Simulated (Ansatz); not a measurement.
# Silicon, dhcp under RPBE: ground state and equation of state

Aim: take silicon in the dhcp structure, relax it, solve it on a dense k-mesh, then scale the cell to 7 volumes from 88 to 112 % of the relaxed one and try a fit of the equation of state. Spin polarisation is left out. The k-meshes are 13×13×4 for the relaxation; 17×17×5 for the dense run; 15×15×4 for the volumes.

Computed with Ansatz 0.2.0 (DFT RPBE, plane waves (420 eV) with PAW, scalar-relativistic; PAW files made under PBE, frozen cores solved again for the functional, unless a step says otherwise).

## 1. The system as given

The structure is hexagonal, space group P6_3/mmc (No. 194). The conventional cell has a = 2.769 Å, b = 2.769 Å, c = 9.044 Å, α = 90.00°, β = 90.00°, γ = 120.00°. Si (site symmetry -3m) has 12 Si at 2.77 Å as nearest neighbours. Around Si (site symmetry -6m2) lie 12 Si at 2.77 Å.

As a file:

```
CELL_PARAMETERS angstrom
2.76918 0.00000 0.00000
-1.38459 2.39818 0.00000
0.00000 0.00000 9.04413
ATOMIC_POSITIONS crystal
Si 0.00000 0.00000 0.00000
Si 0.00000 0.00000 0.50000
Si 0.33333 0.66667 0.25000
Si 0.66667 0.33333 0.75000
```

## 2. Relaxing cell and atoms

Input file input.yaml:

```yaml
crystal:
  lattice:
    - [2.7691764586, 0.0, 0.0]
    - [-1.3845882293, 2.3981771607, 0.0]
    - [0.0, 0.0, 9.0441303138]
  atoms:
    - { symbol: Si, position: [0.0, 0.0, 0.0] }
    - { symbol: Si, position: [0.0, 0.0, 0.5] }
    - { symbol: Si, position: [0.3333333333, 0.6666666667, 0.25] }
    - { symbol: Si, position: [0.6666666667, 0.3333333333, 0.75] }
hamiltonian:
  xc: rpbe
  pseudopotentials:
    kind: paw
    azcp:
      Si: "pseudopotentials/Si.paw.azcp"
basis:
  ecutwfc: 420
  fft_grid_basis: typed
kpoints:
  mp_grid: { grid: [13, 13, 4], shift: [0, 0, 0] }
magnetization:
  spin_polarized: false
scf:
  occupations: { method: fermi_dirac, width: 0.1 }
relax:
  max_steps: 60
  f_tol: 0.01
  cell: {}
```

Run with:

```bash
$ ansatz run input.yaml --threads 2 --pin off --max-ram 5120MiB --backend cpu --events-out ev --progress --plain --runs-dir out
```

The runs that follow: Dense single point; Equation of state: 88 %; Equation of state: 92 %; Equation of state: 96 %; Equation of state: 100 %; Equation of state: 104 %; Equation of state: 108 %; Equation of state: 112 %.

Before running it: what results should come out? Wanted: space group; conventional cell; volume; shortest distance; gap on the mesh; relative to diamond; V₀, B₀, B₀′.

**Answer**, as computed:

| quantity | value |
| --- | --- |
| space group (spins left aside) | P6_3/mmc (No. 194) |
| conventional cell | a = 2.730 Å, c = 9.057 Å (c/a = 3.317) |
| volume | 14.620 Å³/atom |
| shortest distance | 2.730 Å |
| gap on the mesh | none (levels filled in part) |
| relative to diamond | +557 meV/atom |
| V₀, B₀, B₀′ | 14.597 Å³/atom, 83 GPa, 4.3 |

In words: The relaxation shrank the cell by 2.6 % in volume. It lies 557 meV/atom above the element's reference form at the same level (diamond, from a run of its own). No gap shows: it is a metal or semimetal at this level. The fitted modulus is 83 GPa; letting shape and positions relax at each volume could only lower it. The symmetry was held, so the structure may be unstable against distortions that break it.
